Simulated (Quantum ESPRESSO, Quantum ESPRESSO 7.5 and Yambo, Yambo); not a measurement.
**A GW chain in Yambo: RbCl (Fm-3m)**

Wanted: ground state, empty states, screening and self-energy for RbCl (Fm-3m).

Calculated with Quantum ESPRESSO 7.5 and Yambo 5.3.0; PBE and many-body steps on it, plane waves.

This is a report of a sequence of runs, with most program output left out.

## 1. The starting structure

Symmetry: Fm-3m, No. 225, cubic system. The conventional cell has a = 6.579 Å, b = 6.579 Å, c = 6.579 Å, α = 90.00°, β = 90.00°, γ = 90.00°. Nearest to Rb lie 6 Cl at 3.29 Å. Nearest to Cl lie 6 Rb at 3.29 Å. Farther neighbours and most contacts between anions are not listed.

As a file:

```cif
data_structure
_symmetry_space_group_name_H-M 'Fm-3m'
_symmetry_Int_Tables_number 225
_cell_length_a 6.5790
_cell_length_b 6.5790
_cell_length_c 6.5790
_cell_angle_alpha 90.000
_cell_angle_beta 90.000
_cell_angle_gamma 90.000
_cell_volume 284.76
loop_
_atom_site_label
_atom_site_type_symbol
_atom_site_symmetry_multiplicity
_atom_site_Wyckoff_symbol
_atom_site_fract_x
_atom_site_fract_y
_atom_site_fract_z
_atom_site_occupancy
Rb1 Rb 4 a 0.00000 0.00000 0.00000 1
Cl1 Cl 4 b 0.50000 0.00000 0.00000 1
```

The cell and positions come from the Crystallography Open Database and are kept as given unless a step says otherwise.

## 2. Ground state

This step: Quantum ESPRESSO 7.5; DFT, PBE, plane waves, norm-conserving pseudopotentials.

The ground-state density comes first.

Contents of pw.in:

```
&control
  calculation = 'scf'
  prefix = 'x'
  outdir = 'o'
  pseudo_dir = 'pseudo'
/
&system
  ibrav = 0
  nat = 2
  ntyp = 2
  ecutwfc = 50.0
  nbnd = 13
  force_symmorphic = .true.
/
&electrons
  conv_thr = 1e-10
  electron_maxstep = 80
  mixing_beta = 0.5
/
ATOMIC_SPECIES
  Rb 85.468 Rb.upf
  Cl 35.45 Cl.upf
CELL_PARAMETERS angstrom
  0.0000000000 3.2895000000 3.2895000000
  3.2895000000 0.0000000000 3.2895000000
  3.2895000000 3.2895000000 -0.0000000000
ATOMIC_POSITIONS crystal
  Rb 0.0000000000 0.0000000000 0.0000000000
  Cl 0.5000000000 0.5000000000 0.5000000000
K_POINTS automatic
  6 6 6 0 0 0
```

Launch:

```bash
OMP_NUM_THREADS=1 mpirun -n 8 pw.x -nk 8 -in pw.in > pw.out
```

Wall time 4.5 s (8 MPI ranks of Intel Xeon at 2.60GHz (Ice Lake), shared host); peak memory 0.5 GiB; 34 s of CPU time.

This step gave:

| Quantity | Value |
| --- | --- |
| total energy | -1186.9093 eV |
| gap | 5.003 eV |
| k of the valence top | 0, 0, 0 |
| k of the conduction bottom | 0, 0, 0 |
| least direct gap | 5.003 eV |

The gap is direct, at Γ.

## 3. Bands along the symmetry lines

The cheap functional maps the bands first; the places of the edges decide which points the dearer methods must see.

Contents of pw.in:

```
&control
  calculation = 'bands'
  prefix = 'x'
  outdir = 'o'
  pseudo_dir = 'pseudo'
/
&system
  ibrav = 0
  nat = 2
  ntyp = 2
  ecutwfc = 50.0
  nbnd = 14
  force_symmorphic = .true.
/
&electrons
  conv_thr = 1e-9
  electron_maxstep = 80
  diago_full_acc = .true.
  diago_thr_init = 5e-6
/
ATOMIC_SPECIES
  Rb 85.468 Rb.upf
  Cl 35.45 Cl.upf
CELL_PARAMETERS angstrom
  0.0000000000 3.2895000000 3.2895000000
  3.2895000000 0.0000000000 3.2895000000
  3.2895000000 3.2895000000 -0.0000000000
ATOMIC_POSITIONS crystal
  Rb 0.0000000000 0.0000000000 0.0000000000
  Cl 0.5000000000 0.5000000000 0.5000000000
K_POINTS crystal
  50
  0.00000000 0.00000000 0.00000000 1
  0.06250000 0.00000000 0.06250000 1
  0.12500000 0.00000000 0.12500000 1
  0.18750000 0.00000000 0.18750000 1
  0.25000000 0.00000000 0.25000000 1
  0.31250000 0.00000000 0.31250000 1
  0.37500000 0.00000000 0.37500000 1
  0.43750000 0.00000000 0.43750000 1
  0.50000000 0.00000000 0.50000000 1
  0.51562500 0.03125000 0.51562500 1
  0.53125000 0.06250000 0.53125000 1
  0.54687500 0.09375000 0.54687500 1
  0.56250000 0.12500000 0.56250000 1
  0.57812500 0.15625000 0.57812500 1
  0.59375000 0.18750000 0.59375000 1
  0.60937500 0.21875000 0.60937500 1
  0.62500000 0.25000000 0.62500000 1
  0.37500000 0.37500000 0.75000000 1
  0.32812500 0.32812500 0.65625000 1
  0.28125000 0.28125000 0.56250000 1
  0.23437500 0.23437500 0.46875000 1
  0.18750000 0.18750000 0.37500000 1
  0.14062500 0.14062500 0.28125000 1
  0.09375000 0.09375000 0.18750000 1
  0.04687500 0.04687500 0.09375000 1
  0.00000000 0.00000000 0.00000000 1
  0.06250000 0.06250000 0.06250000 1
  0.12500000 0.12500000 0.12500000 1
  0.18750000 0.18750000 0.18750000 1
  0.25000000 0.25000000 0.25000000 1
  0.31250000 0.31250000 0.31250000 1
  0.37500000 0.37500000 0.37500000 1
  0.43750000 0.43750000 0.43750000 1
  0.50000000 0.50000000 0.50000000 1
  0.50000000 0.46875000 0.53125000 1
  0.50000000 0.43750000 0.56250000 1
  0.50000000 0.40625000 0.59375000 1
  0.50000000 0.37500000 0.62500000 1
  0.50000000 0.34375000 0.65625000 1
  0.50000000 0.31250000 0.68750000 1
  0.50000000 0.28125000 0.71875000 1
  0.50000000 0.25000000 0.75000000 1
  0.50000000 0.21875000 0.71875000 1
  0.50000000 0.18750000 0.68750000 1
  0.50000000 0.15625000 0.65625000 1
  0.50000000 0.12500000 0.62500000 1
  0.50000000 0.09375000 0.59375000 1
  0.50000000 0.06250000 0.56250000 1
  0.50000000 0.03125000 0.53125000 1
  0.50000000 0.00000000 0.50000000 1
```

It took 3.5 s on 8 MPI ranks; peak memory 0.44 GiB; 26 s of CPU time.

This step gave:

```yaml
gap: 5.003 eV
k_of_the_valence_top: 0, 0, 0
k_of_the_conduction_bottom: 0, 0, 0
least_direct_gap: 5.003 eV
```

The gap is 5.003 eV, as in the run before at this level.

Electronic bands along the path, in eV, zero at the top of the highest filled band; v1 is the highest filled band, c1 the lowest empty one:

| point | v4 | v3 | v2 | v1 | c1 | c2 | c3 | c4 |
| --- | --- | --- | --- | --- | --- | --- | --- | --- |
| Γ | -7.97 | 0.00 | 0.00 | 0.00 | 5.00 | 7.99 | 7.99 | 7.99 |
| halfway | -7.99 | -0.53 | -0.07 | -0.07 | 6.37 | 6.89 | 9.43 | 9.50 |
| X | -8.07 | -0.32 | -0.10 | -0.10 | 6.21 | 8.07 | 9.72 | 10.04 |
| halfway | -8.06 | -0.31 | -0.19 | -0.14 | 6.41 | 8.33 | 9.36 | 10.20 |
| U | -8.03 | -0.40 | -0.28 | -0.22 | 6.95 | 8.71 | 9.06 | 9.75 |
| jump to K | -8.03 | -0.40 | -0.28 | -0.22 | 6.95 | 8.71 | 9.06 | 9.75 |
| halfway | -7.95 | -0.59 | -0.27 | -0.11 | 6.66 | 7.61 | 8.82 | 9.51 |
| Γ | -7.97 | 0.00 | 0.00 | 0.00 | 5.00 | 7.99 | 7.99 | 7.99 |
| halfway | -7.96 | -0.48 | -0.18 | -0.18 | 6.27 | 7.77 | 8.74 | 8.74 |
| L | -7.95 | -0.86 | -0.34 | -0.34 | 7.75 | 7.98 | 10.16 | 10.16 |
| halfway | -7.96 | -0.65 | -0.29 | -0.29 | 7.73 | 7.86 | 9.74 | 9.90 |
| W | -7.96 | -0.44 | -0.24 | -0.24 | 7.67 | 7.67 | 9.34 | 9.37 |
| halfway | -8.02 | -0.30 | -0.27 | -0.15 | 6.61 | 8.53 | 8.99 | 10.05 |
| X | -8.07 | -0.32 | -0.10 | -0.10 | 6.21 | 8.07 | 9.72 | 10.04 |

## 4. Empty states on the mesh, 4×4×4 mesh, 169 bands

The sums over transitions need many empty states on a uniform mesh; this step solves for them.

Contents of pw.in:

```
&control
  calculation = 'nscf'
  prefix = 'x'
  outdir = 'o'
  pseudo_dir = 'pseudo'
/
&system
  ibrav = 0
  nat = 2
  ntyp = 2
  ecutwfc = 50.0
  nbnd = 169
  force_symmorphic = .true.
/
&electrons
  conv_thr = 1e-9
  electron_maxstep = 80
  diago_full_acc = .true.
  diago_thr_init = 5e-6
/
ATOMIC_SPECIES
  Rb 85.468 Rb.upf
  Cl 35.45 Cl.upf
CELL_PARAMETERS angstrom
  0.0000000000 3.2895000000 3.2895000000
  3.2895000000 0.0000000000 3.2895000000
  3.2895000000 3.2895000000 -0.0000000000
ATOMIC_POSITIONS crystal
  Rb 0.0000000000 0.0000000000 0.0000000000
  Cl 0.5000000000 0.5000000000 0.5000000000
K_POINTS automatic
  4 4 4 0 0 0
```

Launch:

```bash
OMP_NUM_THREADS=1 mpirun -n 8 pw.x -nk 4 -in pw.in > pw.out
```

The job ended after 5.3 s (8 MPI ranks; peak memory 0.6 GiB; 41 s of CPU time).

Numbers from this step:

```yaml
gap: 5.003 eV
k_of_the_valence_top: 0, 0, 0
k_of_the_conduction_bottom: 0, 0, 0
least_direct_gap: 5.003 eV
k_points_computed: 8
lowest_point_of_the_top_converged_band_above_the_valence_top: 94.4800 eV
```

On this mesh the gap is 5.003 eV.

## 5. Conversion and set-up

This step: Yambo 5.3.0; conversion and set-up on PBE, plane waves, norm-conserving pseudopotentials.

The states are converted to the many-body program's format and the q mesh is built.

Launch:

```bash
(cd o/x.save; p2y > p2y.log; mv SAVE ../..); yambo > setup.log
```

Run time: 2.9 s. Hardware: 1 MPI rank; peak memory 0.24 GiB.

## 6. Screening and self-energy, 4×4×4 mesh, 169 bands, screening to 163.3 eV

Now the one-shot GW correction: screening in the RPA, then the self-energy of the levels asked for.

This step: G0W0 on PBE, plane waves, norm-conserving pseudopotentials.

Contents of gw1.in:

```
HF_and_locXC
gw0
dyson
ppa
em1d
rim_cut
RandQpts= 1000000
RandGvec= 1 RL
EXXRLvcs= 50 Ry
VXCRLvcs= 200 Ry
Chimod= "HARTREE"
% BndsRnXp
 1 | 169 |
%
NGsBlkXp= 12 Ry
% LongDrXp
 1 | 1 | 1 |
%
% GbndRnge
 1 | 169 |
%
DysSolver= "n"
ExtendOut
PPAPntXp= 27.21138 eV
% QPkrange
 1 | 1 | 7 | 10 |
%
```

Launch:

```bash
OMP_NUM_THREADS=1 mpirun -n 8 yambo -F gw1.in -J gw1 -C gw1 > gw1.log
```

The job ended after 54 s (8 MPI ranks; peak memory 3 GiB; 7.1 min of CPU time).

Numbers from this step:

```yaml
g0w0_gap_on_the_points_computed: 7.804 eV
starting_gap_on_the_mesh: 5.003 eV
k_of_the_valence_top: 0, 0, 0
k_of_the_conduction_bottom: 0, 0, 0
least_direct_g0w0_gap_on_the_computed_points: 7.804 eV
z_at_the_valence_top: 0.8086
z_at_the_conduction_bottom: 0.8812
```

The gap on the mesh goes from 5.00 eV to 7.80 eV, a correction of +2.80 eV.

Limits: finite bands, cutoff and mesh; no spin-orbit coupling. v1 is the top filled band, c1 the lowest empty one. The levels before and after the correction (eV, zero at the valence-band top of each column):

|  | conduction bottom | valence top |
| --- | --- | --- |
| Kohn-Sham | 5.00 | 0.00 |
| G0W0 | 7.80 | 0.00 |

|  | level | energy (eV) |
| --- | --- | --- |
| Kohn-Sham | Γ v2-v1 | 0.000 |
| Kohn-Sham | Γ c1 | 5.003 |
| Kohn-Sham | Γ c2 | 7.987 |
| G0W0 | Γ v2-v1 | 0.000 |
| G0W0 | Γ c1 | 7.804 |
| G0W0 | Γ c2 | 11.395 |

## 7. Where the time went

Times are wall times on the hardware named with each run, good to a factor of about two.

| step | time | share | memory (GiB) |
| --- | --- | --- | --- |
| ground state | 4.5 s | 6 % | 0.5 |
| bands along the symmetry lines | 3.5 s | 5 % | 0.44 |
| empty states on the mesh | 5.3 s | 8 % | 0.6 |
| conversion and set-up | 2.9 s | 4 % | 0.24 |
| screening and self-energy | 54 s | 77 % | 3.0 |

## 8. Results

```
PBE gap              : 5.00 eV, direct
G0W0 gap on the mesh : 7.80 eV
GW settings          : 4×4×4 mesh, 169 bands, screening to 163.3 eV, Godby-Needs plasmon pole
known limits         : not at the basis limit; no spin-orbit coupling
```

**Reading.** G0W0 moves the gap on the mesh from 5.00 eV to 7.80 eV (+2.80 eV), with Z of 0.81 and 0.88 at the edges. Only 1 of the mesh's irreducible points was corrected, so a valley elsewhere could overtake. The dearest step here is «screening and self-energy». Bands and cutoff are finite, so the gap is not at the basis limit. The miss can reach some tenths of an eV and take either sign; the mesh is an error of its own. In the G0W0 run levels were corrected at 1 k point alone, so a gap called «on the mesh» is the least over those, and an edge elsewhere would be missed. The many-body steps are scalar-relativistic: spin-orbit coupling is not in them.

[Paths, hosts, dates, memory and timing lines, banners, echoed tables and standing remarks are left out of the program output.]

[Logs are printed without paths, hosts, clocks, repeated set-up lines and the standing remarks that a program may print on its own settings, such as how far it seeks lower states.]

[Runs of the session that timed out or met a known fault of the program may be left out.]

[Hosts, paths, dates, database ids (printed as entryN), source tags and the programs' standing remarks are cut or masked in the printed files.]
